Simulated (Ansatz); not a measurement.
The system is Te.

```xyz
3
Lattice="4.4540 0.0000 0.0000 -2.2270 3.8573 0.0000 0.0000 0.0000 5.9240" Properties=species:S:1:pos:R:3 pbc="T T T"
Te    1.6279    2.8197    0.0000
Te   -0.5991    1.0376    3.9493
Te    1.1981    0.0000    1.9747
```

Program: Ansatz 0.2.0. Alike in all runs: potentials or basis Ansatz PAW; cell as given; cutoff (eV) 420. Hardware: 2 threads of Intel(R) Xeon(R) Processor @ 2.70GHz (shared host).

**Question.** Order these runs on this cell by their wall time, lowest first.
A. task band structure; level PBE; spin SOC, no magnetisation; k mesh 5 × 5 × 4; smearing fermi-dirac 0.05 eV; points for each segment of the path 14
B. task single point; level PBE; spin off; k mesh 7 × 7 × 5; smearing gaussian 0.012 eV
C. task band structure; level BLYP; spin off; k mesh 7 × 7 × 5; smearing fermi-dirac 0.05 eV; points for each segment of the path 14

**Answer.** B (4.3 s), C (16 s), A (98 s).
